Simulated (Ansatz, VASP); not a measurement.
# AlN in VASP and in Ansatz

```xyz
4
Lattice="3.1465 0.0000 0.0000 -1.5733 2.7250 0.0000 0.0000 0.0000 4.1876" Properties=species:S:1:pos:R:3 pbc="T T T"
Al    0.0000    1.8166    3.1407
Al    1.5733    0.9083    1.0469
N     0.0000    1.8166    1.0469
N     1.5733    0.9083    3.1407
```

Change from the starting cell: strain -0.0500 x Voigt [1, 1, 0, 0, 0, 0], atoms carried along.

Alike in both runs: task single point; functional PBE; k mesh 9 × 9 × 6; occupations gaussian, width 0.05 eV; no spin polarisation.

|  | VASP | Ansatz |
| --- | --- | --- |
| version | VASP 6.6.1 | Ansatz 0.2.0 |
| potentials or method | VASP PAW PBE potentials, release 64 (Al, N) | scalar-relativistic, plane waves, PAW |
| plane-wave cutoff (eV) | 520 | 420 |
| valence electrons in the cell | 16 | 16 |

|  | VASP | Ansatz | Ansatz less VASP |
| --- | --- | --- | --- |
| gap on the k mesh at the Fermi level (eV) | 3.97 | 3.95 | -0.016 |
| least direct gap on the mesh (eV) | 3.97 | 3.95 | -0.016 |
| pressure (GPa) | 29.1 | 29.3 | +0.20 |
| largest component of the traceless stress (GPa) | 14.42 | 14.51 | +0.095 |

The functional is the same, so the differences come from potentials, cutoffs and numerics.

Caveats: so large a pressure means that the cell lies far from this level's equilibrium, or that cutoff or potentials fall short (VASP); an odd mesh through Γ misses points on the zone boundary, where band edges often lie.
